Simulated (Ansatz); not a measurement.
# TiAl: opening a crack plane

TiAl, Pm-3m, a = 3.156 Å. The structure is a Materials Project entry; whether it is the stable form wasn't checked. Ansatz: PBEsol, PAW, 420 eV, Γ-centred 19×19×7 mesh on 6 atoms, Gaussian smearing 0.15 eV; no spin polarisation. One cut on (100) per cell of 6 atoms is opened rigidly by x, between planes of Ti and Al that stand 1.58 Å apart; y is the energy per area (9.963 Å², 1 eV/Å² = 16.02 J/m²).

| x (Å) | y (J/m²) |
| --- | --- |
| 0.00 | 0.000 |
| 0.25 | 0.150 |
| 0.50 | 0.503 |
| 0.75 | 0.949 |
| 1.00 | 1.412 |
| 1.50 | ? |
| 2.00 | 2.834 |
| 3.00 | 3.535 |
| 4.50 | 3.870 |
| 6.00 | 3.918 |

Question: Fit the universal binding curve y = W[1 − (1 + x/l) e^(−x/l)] to the other rows, give the peak stress, and predict the missing value.

Answer: Least squares gives W = 3.96 J/m² and l = 0.797 Å. The stress dy/dx peaks at x = l with W/(e l) = 18.3 GPa, for rigid faces. At x = 1.50: x/l = 1.882, y = 2.222 J/m². The run gave 2.231 J/m², so the fit is 0.009 J/m² too low, within the rms miss on the fitted rows (0.012 J/m²).

Cost: 11 runs of about 12 core-minutes in all, on Arm Neoverse V1 (shared hosts).